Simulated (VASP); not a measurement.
Here is a VASP 6.6.1 calculation.

The input INCAR:

```
ALGO     = Normal         # electronic algorithm
EDIFF    = 1E-6           # SCF threshold, eV
ENCUT    = 520            # plane-wave cutoff, eV
GGA      = PS             # functional
ISIF     = 2              # what is computed and relaxed
ISMEAR   = 0              # smearing method
LASPH    = True           # aspherical terms in the spheres
LCHARG   = True           # write CHGCAR
LELF     = True           # ELF
LREAL    = False          # projectors in reciprocal space
LVHAR    = True         
LWAVE    = False          # write WAVECAR
NBANDS   = 20             # bands
NELM     = 100            # most SCF steps
PREC     = Accurate       # precision mode
SIGMA    = 0.1            # smearing width, eV
```

The input KPOINTS:

```
k-points
0
Gamma
  6 6 1
```

POSCAR

```
Te2Mo
1.0
    3.5602328140      0.0000000000      0.0000000000
   -1.7801164070      3.0832520603      0.0000000000
    0.0000000000      0.0000000000     17.5240578200
Te Mo
2 1
Direct
    0.3333333300      0.6666666700      0.8978554500
    0.3333333300      0.6666666700      0.1021445500
    0.0000000000      0.0000000000      0.0000000000
```

Potentials or basis: VASP PAW PBE potentials, release 64 (Te, Mo_sv).

Command:

```sh
$ cat potpaw_PBE.64/Te/POTCAR potpaw_PBE.64/Mo_sv/POTCAR > POTCAR
$ mpirun -np 1 vasp_std > vasp.out
```

Task: Estimate the largest force.

Result: 0.141 eV/Å.

Task: Predict the band gap on the k mesh.

Result: 1.05 eV, direct.

Forces on the atoms (eV/Å):
```
Te   0.000  0.000  0.141
Te   0.000  0.000 -0.141
Mo   0.000  0.000  0.000
```

Caveat: the PAW data sets were made with another functional, which shifts forces and pressure a little; spin-orbit coupling is left out, which moves the levels of the heavy elements.
